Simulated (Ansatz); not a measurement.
Be:

```xyz
2
Lattice="2.2853 0.0000 0.0000 -1.1426 1.9791 0.0000 0.0000 0.0000 3.5842" Properties=species:S:1:pos:R:3 pbc="T T T"
Be    1.1427    0.6597    2.6882
Be    0.0000    1.3194    0.8961
```

- Program: Ansatz 0.2.0
- Task: relaxation of cell and atoms
- Functional: PBEsol
- Dispersion: D3(BJ)-ATM
- Potentials or basis: Ansatz PAW
- Cutoff: 420 eV (not typed: the program's choice for these potentials)
- k mesh: 13 × 13 × 8
- Occupations: fermi-dirac, width 0.05 eV
- Spin: no spin polarisation

At the start: volume 8.11 Å³/atom.

Problem. Where does the relaxation end?

Solution. It ends after 6 steps and the volume is 7.58 Å³/atom (-6.5 %); space group P6_3/mmc (No. 194, to 0.05 Å).

The path:
| step | energy change (eV) | largest force (eV/Å) | volume (Å³) |
| --- | --- | --- | --- |
| 1 | 0.0000 | 0.0000 | 16.21 |
| 2 | -0.0222 | 0.0000 | 15.59 |
| 3 | -0.0270 | 0.0000 | 15.13 |
| 4 | -0.0270 | 0.0000 | 15.17 |
| 5 | -0.0271 | 0.0000 | 15.16 |
| 6 | -0.0269 | 0.0000 | 15.16 |

Final structure:
```cif
data_structure
_symmetry_space_group_name_H-M 'P 1'
_symmetry_Int_Tables_number 1
_cell_length_a 2.2343
_cell_length_b 2.2343
_cell_length_c 3.5075
_cell_angle_alpha 90.000
_cell_angle_beta 90.000
_cell_angle_gamma 120.000
_cell_volume 15.16
loop_
_atom_site_label
_atom_site_type_symbol
_atom_site_fract_x
_atom_site_fract_y
_atom_site_fract_z
_atom_site_occupancy
Be1 Be 0.66667 0.33333 0.75000 1
Be2 Be 0.33333 0.66667 0.25000 1
```

Caveat: the plane-wave basis is chosen anew once the cell has moved, so the energies of steps on either side of that aren't comparable; pairwise dispersion overbinds metals, which lowers pressure and volume; the PAW data sets come from PBE, with cores solved anew for the run's functional, which leaves a small shift of forces and pressure.
